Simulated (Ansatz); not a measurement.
# Ga: a line through an energy map, part 2 of 2

One line of a two-coordinate grid on Ga (Cmce, No. 64; 4 atoms in the cell): normal strain along z is varied, at engineering shear strain xz = −20 %.

Ansatz 0.2.0; DFT PBEsol, scalar-relativistic, plane waves, PAW. Earlier steps stand in the parts before.

### 7 Point (−20 %, 5 %)

Contents of input.yaml:

```yaml
crystal:
  lattice:
    - [2.2350478178, -3.7986615528, -0.2235047818]
    - [2.2350478178, 3.7986615528, -0.2235047818]
    - [-0.448977612, 0.0, 4.7142649261]
  atoms:
    - { symbol: Ga, position: [0.1559156097, 0.8440843903, 0.0832479706] }
    - { symbol: Ga, position: [0.6559156097, 0.3440843903, 0.4167520294] }
    - { symbol: Ga, position: [0.8440843903, 0.1559156097, 0.9167520294] }
    - { symbol: Ga, position: [0.3440843903, 0.6559156097, 0.5832479706] }
basis:
  ecutwfc: 420
kpoints:
  mp_grid: { grid: [10, 10, 10] }
hamiltonian:
  xc: pbesol
scf:
  occupations: { method: gaussian, width: 0.15 }
output:
  forces: true
  stress: true
  eigenvalues: true
```

Run with:

```console
$ ansatz run input.yaml --threads 4 --pin off --max-ram 8192MiB --backend cpu --events-out ev --progress --plain --runs-dir out
```

Log, shortened:

```text
[...]
SCF converged after 7 iterations
Free energy (F): -14972.492203 eV
[...]
E sigma→0 (E₀):  -14972.483491 eV
Entropy (-TS):   -0.017424 eV (-4.356 meV/atom)
Fermi energy:    8.696825 eV
[...]
--- Forces (eV/Å), atoms counted from 1 ---
  atom   1  Ga    -0.36224736    -0.18181534    -0.24916064
  atom   2  Ga     0.36224736    -0.18181534     0.24916064
  atom   3  Ga     0.36224736     0.18181534     0.24916064
  atom   4  Ga    -0.36224736     0.18181534    -0.24916064
[...]
--- Stress (GPa, compression-positive) ---
        1.168262       0.000000       5.310856
        0.000000      -0.824083      -0.000000
        5.310857      -0.000000       0.057360
  P = ⅓ Tr σ = 0.1338 GPa (1.338 kbar)
--- Band table (eV; the first three rows and the last of 282) ---
[...]
```

Run time: 33 s. Hardware: 4 threads of Intel Xeon at 2.50GHz (Skylake/Cascade Lake), shared host; peak memory 0.77 GiB.

That is 80 meV/atom from the zero.

### 8 The run at (−20 %, 10 %)

input.yaml: that of step 7 with these lines changed.

```diff
@@ -4,3 +4,3 @@
     - [2.2350478178, 3.7986615528, -0.2235047818]
-    - [-0.448977612, 0.0, 4.7142649261]
+    - [-0.448977612, 0.0, 4.9387537321]
   atoms:
@@ -22 +22,5 @@
   eigenvalues: true
+  write_density: true
+  write_potential: true
+  elf: true
+  volumetric_format: npy
```

Run with:

```console
$ ansatz run input.yaml --threads 4 --pin off --max-ram 8192MiB --backend cpu --events-out ev --progress --plain --runs-dir out
```

Log, shortened:

```text
Warning: RAYON_NUM_THREADS=4 ignored (pool sized by the plan → 4); use --threads N
[...]
[... 3 set-up lines as earlier in the session ...]
[...]
Crystal: 4 atoms, lattice volume = 83.100 Å³
Basis set: ecut = 420 eV, 1637 PW (Γ), exchange–correlation on 60×60×72 points (8 copies of the dense FFT grid, shifted against one another)
Bands: 32, of which v1, the nominal top of the filled ones, is band 26 counted from 1 (25 counted from 0)
[... 1 set-up line as earlier in the session ...]
Space group: C2/c (ITA 15), of the structure as read, at distance tolerance 4.4e-5 Å
k-points: 282 of 1000
[...]
SCF iter   1: F=—  HF=-14972.473270 eV  |F-HF|=—  |Δ(HF+E_count)|=         —  Δρ=2.27e-3  dr2=2.97e-3  ethr=1.77e-3  ⟨swp⟩=5.5  Hψ=34255  notcnv=0
[...]
SCF iter   7: F=-14972.469976 eV  HF=-14972.469976 eV  |F-HF|=1.77e-8  |Δ(HF+E_count)|=   4.93e-8  Δρ=5.17e-6  dr2=2.35e-8  ethr=1.92e-10  ⟨swp⟩=10.0  Hψ=57755  notcnv=0
[...]
SCF converged after 7 iterations
Free energy (F): -14972.469976 eV
[...]
E sigma→0 (E₀):  -14972.461529 eV
Entropy (-TS):   -0.016893 eV (-4.223 meV/atom)
Fermi energy:    8.096061 eV
[...]
--- Forces (eV/Å), atoms counted from 1 ---
  atom   1  Ga    -0.28178273    -0.27552623    -0.18805493
  atom   2  Ga     0.28178273    -0.27552623     0.18805493
  atom   3  Ga     0.28178273     0.27552623     0.18805493
  atom   4  Ga    -0.28178273     0.27552623    -0.18805493
[...]
--- Stress (GPa, compression-positive) ---
       -2.163273       0.000000       3.843737
        0.000000      -1.625903      -0.000000
        3.843737      -0.000000      -2.735105
  P = ⅓ Tr σ = -2.1748 GPa (-21.748 kbar)
--- Band table (eV; the first three rows and the last of 282) ---
[...]
```

It took 41 s on 4 threads of Intel Xeon at 2.50GHz (Skylake/Cascade Lake), shared host; peak memory 0.81 GiB.

Axes a, b and c in the maps are those of this run's conventional cell (a, b, c = 4.492, 7.597, 4.959 Å).

Density in a lattice plane of the grid's cell (edges 7.60 and 4.96 Å, at 0.000 of the third edge), which holds Ga.

Ten even steps from ' ' (0.03 e/Å³) to '@' (40.71 e/Å³):
```
      **@@::                                    
      ::==..                                    
                                                
                                                
                              ::==..            
                              **@@::            
                ....          ....              
              ::@@**                            
              ..==::                            
                                                
                                                
                                      ..==::    
                                      ::@@**    
      ....                              ....    
```
Columns run along the first of these edges and rows up along the second, over one cell in 24 and 14 even steps from the bottom left corner. Atoms in the plane (fractional): Ga at (0.84, 0.08), Ga at (0.34, 0.42), Ga at (0.16, 0.92), Ga at (0.66, 0.58).

ELF in the same plane.

Ten even steps from '0' (0.03) to '9' (0.61):
```
951030344200001355433458
742001344100023456654468
644323443211344444554335
344444554335644323443211
023456654468742001344100
001355433458951030344200
001244310036963001344210
000244303015985433455310
000144310024786445665432
311234432344653345544444
653345544444311234432344
786445665432000144310024
985433455310000244303015
963001345210001254310036
```
Columns run along the first of these edges and rows up along the second, over one cell in 24 and 14 even steps from the bottom left corner. Atoms in the plane (fractional): Ga at (0.84, 0.08), Ga at (0.34, 0.42), Ga at (0.16, 0.92), Ga at (0.66, 0.58).

Both are smooth fields of the valence electrons: close to the nuclei they are not physical.

Outside the cores ELF peaks at 0.62 on the Ga–Ga line, 1.3 Å from Ga; 0.60 between the atoms, 1.3 Å from Ga.

On the map this point reads 85 meV/atom.

### 9 The run at (−20 %, 15 %)

input.yaml: that of step 8 with these lines changed.

```diff
@@ -4,3 +4,3 @@
     - [2.2350478178, 3.7986615528, -0.2235047818]
-    - [-0.448977612, 0.0, 4.9387537321]
+    - [-0.448977612, 0.0, 5.1632425381]
   atoms:
@@ -22,5 +22 @@
   eigenvalues: true
-  write_density: true
-  write_potential: true
-  elf: true
-  volumetric_format: npy
```

Run with:

```console
$ ansatz run input.yaml --threads 4 --pin off --max-ram 8192MiB --backend cpu --events-out ev --progress --plain --runs-dir out
```

Log, shortened:

```text
Warning: RAYON_NUM_THREADS=4 ignored (pool sized by the plan → 4); use --threads N
[...]
[... 3 set-up lines as earlier in the session ...]
[...]
Crystal: 4 atoms, lattice volume = 86.911 Å³
Basis set: ecut = 420 eV, 1707 PW (Γ), exchange–correlation on 60×60×72 points (8 copies of the dense FFT grid, shifted against one another)
Bands: 32, of which v1, the nominal top of the filled ones, is band 26 counted from 1 (25 counted from 0)
[... 2 set-up lines as earlier in the session ...]
k-points: 282 of 1000
[...]
SCF iter   1: F=—  HF=-14972.387852 eV  |F-HF|=—  |Δ(HF+E_count)|=         —  Δρ=2.07e-3  dr2=2.81e-3  ethr=1.77e-3  ⟨swp⟩=5.5  Hψ=34546  notcnv=0
[...]
SCF iter   6: F=-14972.384539 eV  HF=-14972.384539 eV  |F-HF|=8.15e-10  |Δ(HF+E_count)|=   1.96e-8  Δρ=2.75e-6  dr2=8.58e-9  ethr=1.92e-10  ⟨swp⟩=7.0  Hψ=38885  notcnv=0
[...]
SCF converged after 6 iterations
Free energy (F): -14972.384539 eV
[...]
E sigma→0 (E₀):  -14972.375804 eV
Entropy (-TS):   -0.017471 eV (-4.368 meV/atom)
Fermi energy:    7.552931 eV
[...]
--- Forces (eV/Å), atoms counted from 1 ---
  atom   1  Ga    -0.20553333    -0.33889760    -0.13082091
  atom   2  Ga     0.20553333    -0.33889760     0.13082091
  atom   3  Ga     0.20553333     0.33889760     0.13082091
  atom   4  Ga    -0.20553333     0.33889760    -0.13082091
[...]
--- Stress (GPa, compression-positive) ---
       -4.399081       0.000000       2.529381
        0.000000      -2.185204      -0.000000
        2.529381      -0.000000      -4.971378
  P = ⅓ Tr σ = -3.8519 GPa (-38.519 kbar)
--- Band table (eV; the first three rows and the last of 282) ---
[...]
```

It took 32 s on 4 threads of Intel Xeon at 2.50GHz (Skylake/Cascade Lake), shared host; peak memory 0.82 GiB.

That is 107 meV/atom from the zero.

### 10 Changing settings: xc pbe, pseudopotentials.kind nc, chi_scale 0.0

input.yaml: that of step 9 with these lines changed.

```diff
@@ -15,8 +15,10 @@
 hamiltonian:
-  xc: pbesol
+  xc: pbe
+  pseudopotentials: { kind: nc }
 scf:
   occupations: { method: gaussian, width: 0.15 }
+  initial_density: { chi_scale: 0.0 }
 output:
   forces: true
+  eigenvalues: true
   stress: true
-  eigenvalues: true
```

Run with:

```console
$ ansatz run input.yaml --threads 4 --pin off --max-ram 8192MiB --backend cpu --events-out ev --progress --plain --runs-dir out
```

Log, shortened:

```text
Warning: basis.ecutwfc = 420 eV is below the records' recommended 1088.45545 eV, and the density's cutoff is lower with it unless basis.ecutrho_ratio is high enough to keep the records' density cutoff: compare with a run at a higher cutoff
Warning: RAYON_NUM_THREADS=4 ignored (pool sized by the plan → 4); use --threads N
[...]
Pseudopotentials: kind: nc
Pseudopotential: Ga, nc, valence charge 13, recommended cutoff 1088.45545 eV (normal), Ga.nc.azcp
Functional definition: PBE
[...]
Crystal: 4 atoms, lattice volume = 86.911 Å³
Basis set: ecut = 420 eV, 1707 PW (Γ), exchange–correlation on 60×60×72 points (8 copies of the dense FFT grid, shifted against one another)
Bands: 32, of which v1, the nominal top of the filled ones, is band 26 counted from 1 (25 counted from 0)
[... 2 set-up lines as earlier in the session ...]
k-points: 282 of 1000
[...]
SCF iter   1: F=—  HF=-7983.016016 eV  |F-HF|=—  |Δ(HF+E_count)|=         —  Δρ=7.96e-1  dr2=1.82e2  ethr=3.10e-3  ⟨swp⟩=5.2  Hψ=44250  notcnv=0
[...]
SCF iter   8: F=-7894.409153 eV  HF=-7894.409153 eV  |F-HF|=2.19e-8  |Δ(HF+E_count)|=   5.82e-8  Δρ=8.52e-6  dr2=2.51e-8  ethr=1.92e-10  ⟨swp⟩=13.5  Hψ=50440  notcnv=0
[...]
SCF converged after 8 iterations
Free energy (F): -7894.409153 eV
[...]
E sigma→0 (E₀):  -7894.400099 eV
Entropy (-TS):   -0.018109 eV (-4.527 meV/atom)
Fermi energy:    8.863167 eV
[...]
--- Forces (eV/Å), atoms counted from 1 ---
  atom   1  Ga    -0.29305589     0.63494889     0.05988259
  atom   2  Ga     0.29305589     0.63494889    -0.05988259
  atom   3  Ga     0.29305589    -0.63494889    -0.05988259
  atom   4  Ga    -0.29305589    -0.63494889     0.05988259
[...]
--- Stress (GPa, compression-positive) ---
       -7.557792       0.000000       1.811382
        0.000000      -8.072655      -0.000000
        1.811382      -0.000000      -8.207548
  P = ⅓ Tr σ = -7.9460 GPa (-79.460 kbar)
--- Band table (eV; the first three rows and the last of 282) ---
[...]
```

Wall time 44 s (4 threads of Intel Xeon at 2.50GHz (Skylake/Cascade Lake), shared host); peak memory 0.66 GiB.

```tsv
run	ending	energy change	pressure (GPa)	gap (eV)	force (eV/Å)	cycles	time
step 9	converged	-	-3.9	0.00	0.42	6	32 s
variant	converged	not comparable	-7.9	0.00	0.70	8	44 s
```

After a change of functional and potentials the difference of the totals has no physical meaning; the pressure goes from -3.9 to -7.9 GPa and the largest force goes from 0.42 to 0.70 eV/Å. The cutoff is far under what these potentials recommend, so these values carry a basis error that can be large.

### 11 What came out

What follows sums up all 2 parts.

```
normal strain along z (%)  step  energy (meV/atom)  slope (meV/atom per %)  pressure (GPa)  largest force on an atom (eV/Å)
                      −15     3                339                   −31.5            21.2                             1.74
                      −10     4                213                   −19.5            13.3                             1.14
                       −5     5                137                   −11.5             7.6                             0.77
                        0     6                 95                    −5.6             3.3                             0.57
                        5     7                 80                    −0.7             0.1                             0.48
                       10     8                 85                     2.8            −2.2                             0.44
                       15     9                107                     5.6            −3.9                             0.42
```

Energies count from the relaxed crystal. Slopes come from the forces (and the stress, where the cell changes), not from differences of energies.

```tsv
run	outcome
step 10, run with xc pbe, pseudopotentials.kind nc, chi_scale 0.0 (against step 9)	converged; the pressure goes from -3.9 to -7.9 GPa; the largest force goes from 0.42 to 0.70 eV/Å
```

Along the line the energy is lowest at 5 %, 80 meV/atom from the zero. A fit to energies and slopes at the lowest point and its two neighbours puts the minimum at 5.9 %, with a curvature of about 0.75 meV/atom per %². Divided by the reference volume, that is a stiffness of about 63 GPa for this pattern of strain, with the ions clamped. The well is lopsided: two grid steps out, the energy rises by 57 meV/atom towards smaller values and 27 meV/atom towards larger ones. The highest point computed, at −15 %, lies 260 meV/atom above the lowest. This is one cut through a surface in two coordinates; the map's lowest point lies off it.
